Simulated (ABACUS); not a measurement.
# Ge (Fd-3m) in ABACUS: further runs

Aim: see how the results for Ge move with the level of theory and the settings. Levels: B86bPBE, PBE. Tasks: band structure, equation of state.

All numbers are computed with ABACUS 3.10.1; they aren't measurements. Logs are shortened: lines on timing, memory, paths and dates and some standing lists are left out, and cuts for length are marked.

### Step 1. The crystal as given

The structure is cubic, space group Fd-3m (No. 227). The conventional cell has a = 5.658 Å, b = 5.658 Å, c = 5.658 Å, α = 90.00°, β = 90.00°, γ = 90.00°. Ge (site symmetry -43m) has 4 Ge at 2.45 Å as nearest neighbours.

### Step 2. Band structure, B86bPBE

INPUT reads:

```
INPUT_PARAMETERS
suffix              Ge
calculation         nscf
basis_type          pw
pseudo_dir          ./
symmetry            -1
dft_functional      GGA_X_B86_MGC+GGA_C_PBE
ecutwfc             79.0
pseudo_rcut         10
nspin               1
nbands              24
ks_solver           dav
smearing_method     fd
smearing_sigma      0.00367493
scf_thr             1e-08
scf_nmax            100
mixing_type         broyden
mixing_beta         0.7
init_chg            file
pw_diag_thr         1e-07
out_band            1
kpar                4
```

STRU reads:

```
ATOMIC_SPECIES
Ge 72.6300 Ge.upf

LATTICE_CONSTANT
7.5601949712

LATTICE_VECTORS
0.0000000000 0.7071067812 0.7071067812
0.7071067812 0.0000000000 0.7071067812
0.7071067812 0.7071067812 0.0000000000

ATOMIC_POSITIONS
Cartesian

Ge
0.0
2
1.0606601718 1.0606601718 1.0606601718 1 1 1
0.7071067812 0.7071067812 0.7071067812 1 1 1
```

KPT reads:

```
K_POINTS
12
Line
0.00000000 0.00000000 0.00000000 10 // G
0.50000000 0.00000000 0.50000000 10 // X
0.50000000 0.25000000 0.75000000 10 // W
0.37500000 0.37500000 0.75000000 10 // K
0.00000000 0.00000000 0.00000000 10 // G
0.50000000 0.50000000 0.50000000 10 // L
0.62500000 0.25000000 0.62500000 10 // U
0.50000000 0.25000000 0.75000000 10 // W
0.50000000 0.50000000 0.50000000 10 // L
0.37500000 0.37500000 0.75000000 1 // K
0.62500000 0.25000000 0.62500000 10 // U
0.50000000 0.00000000 0.50000000 1 // X
```

Potentials or basis: PseudoDojo NC SR 0.5 PBE standard, plane waves.

The run is started by

```console
$ OMP_NUM_THREADS=1 mpirun -np 4 abacus > log
```

running log:

```text
ABACUS v3.10.1

               Atomic-orbital Based Ab-initio Computation at UStc

 ------------------------------------------------------------------------------------

 READING GENERAL INFORMATION
                           global_out_dir = OUT.Ge/
                           global_in_card = INPUT
                               pseudo_dir = ./
                              orbital_dir =
                                    DSIZE = 4
                                    GSIZE = 1

 READING UNITCELL INFORMATION
                                    ntype = 1
                  lattice constant (Bohr) = 7.56019
              lattice constant (Angstrom) = 4.00068

 READING ATOM TYPE 1
                               atom label = Ge
                      L=0, number of zeta = 1
                      L=1, number of zeta = 1
                      L=2, number of zeta = 1
             number of atom for this type = 2

                        TOTAL ATOM NUMBER = 2
CARTESIAN COORDINATES ( UNIT =       7.560194971200 Bohr ).
    atom                   x                   y                   z     mag                  vx                  vy                  vz
tauc_Ge1            1.0606601718        1.0606601718        1.0606601718  0.0000        0.0000000000        0.0000000000        0.0000000000
tauc_Ge2            0.7071067812        0.7071067812        0.7071067812  0.0000        0.0000000000        0.0000000000        0.0000000000

                          Volume (Bohr^3) = 305.551
                             Volume (A^3) = 45.278

 Lattice vectors: (Cartesian coordinate: in unit of a_0)
                   +0           +0.707107           +0.707107
            +0.707107                  +0           +0.707107
            +0.707107           +0.707107                  +0
 Reciprocal vectors: (Cartesian coordinate: in unit of 2 pi/a_0)
            -0.707107           +0.707107           +0.707107
            +0.707107           -0.707107           +0.707107
            +0.707107           +0.707107           -0.707107
 The esolver type has been set to : ksdft_pw

                PAO radial cut off (Bohr) = 10

 Read in pseudopotential file is Ge.upf
                     pseudopotential type = NC
          exchange-correlation functional = PBE
                 nonlocal core correction = 1
                        valence electrons = 14
                                     lmax = 2
                           number of zeta = 3
                     number of projectors = 6
                           L of projector = 0
                           L of projector = 0
                           L of projector = 1
                           L of projector = 1
                           L of projector = 2
                           L of projector = 2
 XC functional updated to : GGA_X_B86_MGC+GGA_C_PBE
          exchange-correlation functional = GGA_X_B86_MGC+GGA_C_PBE
     initial pseudo atomic orbital number = 18

 SETUP THE ELECTRONS NUMBER
            electron number of element Ge = 14
      total electron number of element Ge = 28
            AUTOSET number of electrons:  = 28
                           occupied bands = 14
                                   NBANDS = 24
                                   NLOCAL = 18

%%%%%%%%%%%%%%%%%%%%%%%%%%%%%%%%%%%%%%%%%%%%%%%%%%%%%%%%%%%%%%%%%%%%%%%%%%%%%%%%%%%%%%%%%%%%%%%%%%%%%%%%%%
 Warning: the number of valence electrons in pseudopotential > 4 for Ge: [Ar] 3d10 4s2 4p2
 Pseudopotentials with additional electrons can yield (more) accurate outcomes, but may be less efficient.
 If you're confident that your chosen pseudopotential is appropriate, you can safely ignore this warning.
%%%%%%%%%%%%%%%%%%%%%%%%%%%%%%%%%%%%%%%%%%%%%%%%%%%%%%%%%%%%%%%%%%%%%%%%%%%%%%%%%%%%%%%%%%%%%%%%%%%%%%%%%%

 SETUP THE PLANE WAVE BASIS
 energy cutoff for charge/potential (unit:Ry) = 316
            fft grid for charge/potential = [ 45, 45, 45 ]
                        fft grid division = [ 1, 1, 1 ]
        big fft grid for charge/potential = [ 45, 45, 45 ]
                                     nbxx = 91125
                                     nrxx = 91125

 SETUP PLANE WAVES FOR CHARGE/POTENTIAL
                    number of plane waves = 29003
                         number of sticks = 1261

 PARALLEL PW FOR CHARGE/POTENTIAL
     PROC   COLUMNS(POT)             PW
        1           1261          29003
 --------------- sum -------------------
        1           1261          29003
                            number of |g| = 308
                                  max |g| = 457.5
                                  min |g| = 0

----------- Double Check Mixing Parameters Begin ------------
mixing_type: broyden
mixing_beta: 0.7
mixing_gg0: 1
mixing_gg0_min: 0.1
mixing_ndim: 8
----------- Double Check Mixing Parameters End ------------

 SETUP K-POINTS
                                    nspin = 1
                                   nkstot = 102
K-POINTS DIRECT COORDINATES
 KPOINTS    DIRECT_X    DIRECT_Y    DIRECT_Z  WEIGHT
       1  0.00000000  0.00000000  0.00000000  1.0000
       2  0.05000000  0.00000000  0.05000000  1.0000
       3  0.10000000  0.00000000  0.10000000  1.0000
       4  0.15000000  0.00000000  0.15000000  1.0000
       5  0.20000000  0.00000000  0.20000000  1.0000
       6  0.25000000  0.00000000  0.25000000  1.0000
[... 22 lines left out ...]
      29  0.40000000  0.35000000  0.75000000  1.0000
      30  0.38750000  0.36250000  0.75000000  1.0000
[... 72 further k points ...]

           k-point number in this process = 26
       minimum distributed K point number = 25

[... K-POINTS CARTESIAN COORDINATES: 26 rows ...]

[... K-POINTS DIRECT COORDINATES: 26 rows ...]

 SETUP PLANE WAVES FOR WAVE FUNCTIONS
     energy cutoff for wavefunc (unit:Ry) = 79
              fft grid for wave functions = [ 45, 45, 45 ]
                    number of plane waves = 4477
                         number of sticks = 361

 PARALLEL PW FOR WAVE FUNCTIONS
     PROC   COLUMNS(POT)             PW
        1            361           4477
 --------------- sum -------------------
        1            361           4477

 SETUP NONLOCAL PSEUDOPOTENTIALS IN PLANE WAVE BASIS
 Ge non-local projectors:
 projector 1 L=0
 projector 2 L=0
 projector 3 L=1
 projector 4 L=1
 projector 5 L=2
 projector 6 L=2
      TOTAL NUMBER OF NONLOCAL PROJECTORS = 36

 Init Non-Local PseudoPotential table :
 Init Non-Local-Pseudopotential done.

                                     npwx = 3695

 Make real space PAO into reciprocal space.
       max mesh points in Pseudopotential = 1001
     dq(describe PAO in reciprocal space) = 0.01
                                    max q = 1071

 number of pseudo atomic orbitals for Ge is 3
WARNING: norm of atomic wavefunction # 3 of atomic type Ge is 0.999795, renormalized

 -------------------------------------------
 NONSELF-CONSISTENT
 -------------------------------------------
                                 init_chg = file
 try to read charge from file
 Read in the charge density: OUT.Ge//Ge-CHARGE-DENSITY.restart

 PW ALGORITHM --------------- ION=   1  ELEC=   1--------------------------------

 k(1/102) Iter steps (avg)=10 threshold=1e-07
 k(2/102) Iter steps (avg)=9 threshold=1e-07
 k(3/102) Iter steps (avg)=9 threshold=1e-07
 k(4/102) Iter steps (avg)=8 threshold=1e-07
 k(5/102) Iter steps (avg)=9 threshold=1e-07
 k(6/102) Iter steps (avg)=9 threshold=1e-07
 k(7/102) Iter steps (avg)=10 threshold=1e-07
 k(8/102) Iter steps (avg)=14 threshold=1e-07
 k(9/102) Iter steps (avg)=12 threshold=1e-07
 k(10/102) Iter steps (avg)=11 threshold=1e-07
[... 6 lines left out ...]
 k(17/102) Iter steps (avg)=14 threshold=1e-07
 k(18/102) Iter steps (avg)=13 threshold=1e-07
 k(19/102) Iter steps (avg)=13 threshold=1e-07
 k(20/102) Iter steps (avg)=13 threshold=1e-07
 k(21/102) Iter steps (avg)=13 threshold=1e-07
 k(22/102) Iter steps (avg)=12 threshold=1e-07
 k(23/102) Iter steps (avg)=12 threshold=1e-07
 k(24/102) Iter steps (avg)=13 threshold=1e-07
 k(25/102) Iter steps (avg)=12 threshold=1e-07
 k(26/102) Iter steps (avg)=11 threshold=1e-07
[... levels at 26 k points of this process ...]

 Density error is 0.00000000000
                          Error Threshold = 1.00000000000e-07
----------------------------------------------------------
     Energy           Rydberg                 eV
----------------------------------------------------------
 E_KohnSham     -357.5532260676      -4864.7612128016
 E_KS(sigma->0) -357.5529920164      -4864.7580283715
 E_Harris       -357.5532260676      -4864.7612128016
 E_band         -20.0329780294       -272.5626491090
 E_one_elec     -183.2651890673      -2493.4508163627
 E_Hartree      110.8059538211       1507.5923442918
 E_xc           -87.5927645228       -1191.7607010824
 E_Ewald        -197.5007581962      -2687.1356707880
 E_entropy(-TS) -0.0004681024        -0.0063688604
 E_descf        0.0000000000         0.0000000000
 E_exx          0.0000000000         0.0000000000
 E_Fermi        0.7067652193         9.6160341311
----------------------------------------------------------

 charge density convergence is achieved
 final etot is -4864.7612128 eV
 EFERMI = 9.6160341311 eV

 STATE ENERGY(eV) AND OCCUPATIONS    NSPIN == 1
 1/26 kpoint (Cartesian) = 0.0000 0.0000 0.0000 (3695 pws)
       1       -15.3227      0.0196078
       2       -15.3227      0.0196078
       3       -15.3227      0.0196078
       4       -15.2881      0.0196078
       5       -15.2881      0.0196078
       6       -15.0772      0.0196078
[... 16 lines left out ...]
      23        20.3977        0.00000
      24        20.3977        0.00000

 2/26 kpoint (Cartesian) = 0.0000 0.070711 0.0000 (3643 pws)
       1       -15.3248      0.0196078
       2       -15.3236      0.0196078
       3       -15.3236      0.0196078
       4       -15.2866      0.0196078
       5       -15.2833      0.0196078
       6       -15.0866      0.0196078
[... 16 lines left out ...]
      23        20.4818        0.00000
      24        20.8869        0.00000

 3/26 kpoint (Cartesian) = 0.0000 0.14142 0.0000 (3623 pws)
       1       -15.3288      0.0196078
       2       -15.3264      0.0196078
       3       -15.3264      0.0196078
       4       -15.2824      0.0196078
       5       -15.2716      0.0196078
       6       -15.1027      0.0196078
[... 16 lines left out ...]
      23        20.7347        0.00000
      24        21.4948        0.00000

 4/26 kpoint (Cartesian) = 0.0000 0.21213 0.0000 (3627 pws)
       1       -15.3316      0.0196078
       2       -15.3306      0.0196078
       3       -15.3306      0.0196078
       4       -15.2754      0.0196078
       5       -15.2561      0.0196078
       6       -15.1216      0.0196078
[... 16 lines left out ...]
      23        21.1586        0.00000
      24        22.0199        0.00000

 5/26 kpoint (Cartesian) = 0.0000 0.28284 0.0000 (3623 pws)
       1       -15.3356      0.0196078
       2       -15.3356      0.0196078
       3       -15.3319      0.0196078
       4       -15.2658      0.0196078
       5       -15.2383      0.0196078
       6       -15.1423      0.0196078
[... 16 lines left out ...]
      23        21.7553        0.00000
      24        22.5830        0.00000

 6/26 kpoint (Cartesian) = 0.0000 0.35355 0.0000 (3615 pws)
       1       -15.3409      0.0196078
       2       -15.3409      0.0196078
       3       -15.3294      0.0196078
       4       -15.2541      0.0196078
       5       -15.2188      0.0196078
       6       -15.1643      0.0196078
[... 16 lines left out ...]
      23        22.5255        0.00000
      24        23.2524        0.00000

[... levels at 20 further k points ...]

 --------------------------------------------
 !FINAL_ETOT_IS -4864.761212801636 eV
 --------------------------------------------

 Output bands in file: OUT.Ge/BANDS_1.dat
```

Wall time 4.9 s (4 MPI ranks of AMD EPYC 9R45 (Zen 5), shared host); peak memory 0.48 GiB.

Levels at the corners of the path, in eV from the Fermi level:
| point | band 12 | band 13 | band 14 | band 15 | band 16 | band 17 |
| --- | --- | --- | --- | --- | --- | --- |
| Γ | -0.04 | -0.04 | -0.04 | -0.03 | 2.52 | 2.52 |
| X | -8.93 | -3.11 | -3.11 | 0.73 | 0.73 | 9.46 |
| W | -8.84 | -3.93 | -3.93 | 4.28 | 4.28 | 4.69 |
| K | -8.34 | -4.36 | -2.67 | 1.13 | 4.05 | 7.18 |
| Γ | -0.04 | -0.04 | -0.04 | -0.03 | 2.52 | 2.52 |
| L | -7.64 | -1.44 | -1.44 | 0.14 | 3.71 | 3.71 |
| U | -8.34 | -4.36 | -2.67 | 1.13 | 4.05 | 7.18 |
| W | -8.84 | -3.93 | -3.93 | 4.28 | 4.28 | 4.69 |
| L | -7.64 | -1.44 | -1.44 | 0.14 | 3.71 | 3.71 |
| K | -8.34 | -4.36 | -2.67 | 1.13 | 4.05 | 7.18 |
| U | -8.34 | -4.36 | -2.67 | 1.13 | 4.05 | 7.18 |
| X | -8.93 | -3.11 | -3.11 | 0.73 | 0.73 | 9.46 |

Caveat: the density is read from an earlier self-consistent run, whose mesh may be coarse.

(Continued in part 2 of 2.)
